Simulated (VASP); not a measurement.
A run of VASP 6.6.1 is set up as follows.

The input INCAR:

```
SYSTEM = HfN
ALGO = Normal
CSHIFT = 0.05
EDIFF = 1E-7
ENCUT = 520
GGA = PS
ISIF = 2
ISMEAR = -1
LASPH = .TRUE.
LCHARG = .FALSE.
LOPTICS = .TRUE.
LREAL = .FALSE.
LWAVE = .FALSE.
NBANDS = 40
NEDOS = 2000
NELM = 80
PREC = Accurate
SIGMA = 0.05
```

File KPOINTS:

```
k-points
0
G
  20 20 20
  0 0 0
```

File POSCAR:

```
HfN
1.0
    0.0000000000      2.2625000000      2.2625000000
    2.2625000000      0.0000000000      2.2625000000
    2.2625000000      2.2625000000      0.0000000000
Hf N
1 1
Direct
    0.0000000000      0.0000000000      0.0000000000
    0.5000000000      0.5000000000      0.5000000000
```

Potentials or basis: VASP PAW PBE potentials, release 64 (Hf_pv, N).

The run is started by

```sh
$ cat potpaw_PBE.64/Hf_pv/POTCAR potpaw_PBE.64/N/POTCAR > POTCAR
$ mpirun -np 1 vasp_std > vasp.out
```

Q: What does it give for the pressure?

A: -6.4 GPa.

Q: Estimate the band gap on the k mesh.

A: None (metal or under the smearing width).

Dielectric function (mean over the directions given):
| energy (eV) | real part | imaginary part |
| --- | --- | --- |
| 0.28 | -50.07 | 72.80 |
| 0.96 | 0.22 | 2.07 |
| 1.64 | 3.73 | 0.14 |
| 2.32 | 5.83 | 0.94 |
| 2.99 | 6.23 | 1.31 |
| 3.67 | 7.20 | 1.55 |
| 4.35 | 7.85 | 2.54 |
| 5.03 | 10.24 | 3.28 |
| 5.71 | 6.98 | 6.12 |
| 6.38 | 6.19 | 8.91 |
| 7.06 | 5.12 | 6.92 |
| 7.74 | 3.06 | 6.88 |
| 8.42 | 2.45 | 7.60 |
| 9.10 | 1.80 | 6.25 |
| 9.77 | 0.77 | 6.23 |
| 10.45 | -0.17 | 6.56 |
| 11.13 | -1.34 | 5.99 |
| 11.81 | -2.84 | 5.01 |
| 12.49 | -2.25 | 1.65 |
| 13.16 | -0.99 | 1.72 |
| 13.84 | -0.98 | 1.73 |
| 14.52 | -0.61 | 1.29 |
| 15.20 | -0.31 | 1.01 |
| 15.87 | -0.19 | 1.33 |
| 16.55 | -0.29 | 1.34 |
| 17.23 | -0.20 | 0.58 |
| 17.91 | 0.19 | 0.77 |
| 18.59 | 0.48 | 0.85 |
| 19.26 | 0.37 | 1.47 |
| 20.00 | 0.17 | 0.92 |

Caveat: independent-particle spectra lack excitons; the intraband (Drude) part of a metal's response may be missing; the PAW data sets were made with another functional, which shifts forces and pressure a little. Spin-orbit coupling is left out, which matters for the levels of Hf.
